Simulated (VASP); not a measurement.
PtSe2, 3 atoms in the cell. It takes space group P-3m1 (No. 164, trigonal). Conventional cell: a = 3.724 Å, b = 3.724 Å, c = 4.981 Å, α = 90.00°, β = 90.00°, γ = 120.00°. Pt (site symmetry -3m) has 6 Se at 2.49 Å as nearest neighbours. Se (site symmetry 3m) is surrounded by 3 Pt at 2.49 Å. 

```yaml
Program: VASP 6.6.1
Task: relaxation of the atoms
Functional: optB88-vdW
Potentials_or_basis: VASP PAW PBE potentials, release 64 (Pt, Se)
Cutoff: 520 eV
k_mesh: 10 × 10 × 8
Occupations: gaussian, width 0.05 eV
Spin: no spin polarisation
Further_INCAR_settings: ALGO = Normal; EDIFF = 1e-06; IBRION = 2; EDIFFG = -0.005; NSW = 60
```

Potentials or basis: VASP PAW PBE potentials, release 64 (Pt, Se).

Command:

```console
$ cat potpaw_PBE.64/Pt/POTCAR potpaw_PBE.64/Se/POTCAR > POTCAR
$ mpirun -np 2 vasp_std > vasp.out
```

Hardware: 2 MPI ranks on Intel(R) Xeon(R) 6975P-C (Granite Rapids) (shared host).

Question: Estimate the wall time of this run.

Answer: Run time: 110 s on 2 MPI ranks on Intel(R) Xeon(R) 6975P-C (Granite Rapids), with other jobs on the host, peak memory 0.44 GiB a rank. Counts: scf iterations 29, k points 94, ion steps 4.
